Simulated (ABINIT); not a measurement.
SiO2:

```
CELL_PARAMETERS angstrom
4.97559 0.00000 0.00000
0.00000 4.97559 0.00000
0.00000 0.00000 6.90089
ATOMIC_POSITIONS crystal
Si 0.80325 0.80325 0.50000
Si 0.69675 0.30325 0.25000
Si 0.30325 0.69675 0.75000
Si 0.19675 0.19675 0.00000
O 0.76176 0.11039 0.43204
O 0.88961 0.23824 0.06796
O 0.11039 0.76176 0.56796
O 0.26176 0.38961 0.81796
O 0.23824 0.88961 0.93204
O 0.73824 0.61039 0.31796
O 0.38961 0.26176 0.18204
O 0.61039 0.73824 0.68204
```

The cell comes from a database or a generator and needn't be the stable form of this composition.

- Program: ABINIT 10.8.3 (patched build)
- Task: single point
- Functional: PBE
- Potentials or basis: JTH PAW PBE v2.0
- Cutoff: 626 eV
- k mesh: 6 × 6 × 4
- Occupations: fermi-dirac, width 0.05 eV
- Spin: no spin polarisation

On this cell: pressure 3.0 GPa; largest force 0.145 eV/Å; band gap on the k mesh 5.72 eV, direct.

The same run follows on a disturbed copy (atoms moved at random, drawn with an rms of 0.05 Å):

```
CELL_PARAMETERS angstrom
4.97559 0.00000 0.00000
0.00000 4.97559 0.00000
0.00000 0.00000 6.90089
ATOMIC_POSITIONS crystal
Si 0.81074 0.80934 0.50114
Si 0.68854 0.30439 0.25056
Si 0.30161 0.69754 0.75048
Si 0.19515 0.19572 0.00358
O 0.76955 0.11002 0.43318
O 0.88210 0.23673 0.06602
O 0.11957 0.76523 0.56514
O 0.26531 0.37424 0.81606
O 0.23573 0.88169 0.93104
O 0.72847 0.61970 0.32505
O 0.39488 0.25800 0.18314
O 0.61946 0.74369 0.67962
```

**Question.** What does the disturbed cell give?

**Answer.** The energy moves by +28.9 meV/atom; pressure 1.9 GPa; largest force 3.289 eV/Å; band gap on the k mesh 5.59 eV, direct.

Forces on the atoms (eV/Å):
```
Si  -0.005 -0.537  0.261
Si   2.780  0.974  1.463
Si   1.794 -1.553 -0.696
Si  -0.417 -0.832 -0.546
O   -0.227  1.752 -0.800
O    0.544  0.135  0.188
O   -0.021 -0.108 -0.211
O    0.227  1.752 -0.568
O   -0.337  1.149  1.391
O   -0.193 -1.963 -1.583
O   -2.399 -0.301 -0.531
O   -1.746 -0.467  1.632
```

Stress tensor (GPa, compression positive):
```
 2.62 -0.08  1.42
-0.08 -1.01  0.36
 1.42  0.36  4.13
```

Caveats: the atomic spheres overlap.

A k mesh can miss the band edges.
